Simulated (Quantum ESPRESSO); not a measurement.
Crystal: MnS.

```
CELL_PARAMETERS angstrom
0.00000 2.47346 2.47346
2.47346 0.00000 2.47346
2.47346 2.47346 0.00000
ATOMIC_POSITIONS crystal
Mn 0.00000 0.00000 0.00000
S 0.75000 0.75000 0.75000
```

The cell is a database's computed one.

Base run:

| Property | Result |
| --- | --- |
| Program | Quantum ESPRESSO 7.5 |
| Functional | LDA |
| Potentials or basis | GBRV 1.5 LDA |
| Cutoff | 612 eV |
| Density cutoff | 4898 eV |
| k mesh | 9 × 9 × 9 |
| Occupations | fermi-dirac, width 0.05 eV |
| Spin | collinear spin, ferromagnetic start |
| Starting moments | [4.0, 0.0] μB |

Its results: band gap on the k mesh none (metal or under the smearing width); pressure -7.0 GPa; net moment 0.10 μB per cell; site moments Mn +0.09; S -0.00 μB.

The run is repeated on the same cell with these changes: functional from LDA to PBEsol; potentials or basis from GBRV 1.5 LDA to GBRV 1.5 PBEsol. What comes out?

Band gap on the k mesh none (metal or under the smearing width); pressure -3.2 GPa; net moment 0.23 μB per cell; site moments Mn +0.20; S -0.00 μB.

Caveats: the moment fell far below its start of 4 μB, so a state of higher moment may lie lower in energy; semilocal functionals often make such compounds metallic where correlation or magnetic order opens a gap, which also shifts bond lengths.
